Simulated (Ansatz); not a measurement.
## Profile along the Br–Na line in NaBr (rock salt)

NaBr (rock salt)

Space group Fm-3m (No. 225); a = 6.036 Å, b = 6.036 Å, c = 6.036 Å, α = 90.00°, β = 90.00°, γ = 90.00°

```json
[
 {"atom": "Br", "site": "4a", "symmetry": "m-3m", "x": "0.0000", "y": "0.0000", "z": "0.0000"},
 {"atom": "Na", "site": "4b", "symmetry": "m-3m", "x": "0.5000", "y": "0.5000", "z": "0.5000"}
]
```
(The calculation used a cell of 2 atoms; values per cell refer to that cell.)

Fields along a shortest Br–Na line of a {110} plane (3.02 Å), from Br to Na, interpolated on the slice's grid (step about 0.3 Å). These are PBE (plane waves to 420 eV, PAW, scalar-relativistic; Ansatz, a first-principles code) values and carry that method's errors. k mesh 10×10×10. Near the nuclei the fields are pseudised (PAW); where an atom keeps semicore shells as valence, they peak there. NaBr was relaxed with its symmetry unable to fall.

| distance from Br (Å) | valence electron density (e/Å³) | electron localisation function |
|---|---|---|
| 0.00 | 0.06 | x |
| 0.15 | 0.15 | x |
| 0.30 | 0.55 | x |
| 0.45 | 0.98 | x |
| 0.60 | 1.15 | 0.62 |
| 0.76 | 1.08 | 0.86 |
| 0.91 | 0.80 | 0.88 |
| 1.06 | 0.52 | 0.86 |
| 1.21 | 0.32 | 0.83 |
| 1.36 | 0.20 | 0.73 |
| 1.51 | 0.12 | 0.53 |
| 1.66 | 0.08 | 0.22 |
| 1.81 | 0.07 | 0.02 |
| 1.96 | 0.09 | 0.02 |
| 2.11 | 0.16 | 0.19 |
| 2.27 | 0.49 | 0.46 |
| 2.42 | 1.99 | 0.61 |
| 2.57 | 6.67 | x |
| 2.72 | 13.23 | x |
| 2.87 | 18.64 | x |
| 3.02 | 20.76 | x |

x: too close to a nucleus for the ELF to mean much.

Density on the Br–Na line (3.02 Å) at its density minimum, 1.8 Å from Br: 0.07 e/Å³. ELF at that point: 0.0. Character of the Br–Na contact (rough rule: ELF there above 0.7 covalent, below 0.2 ionic, polar between): closed-shell (ionic).
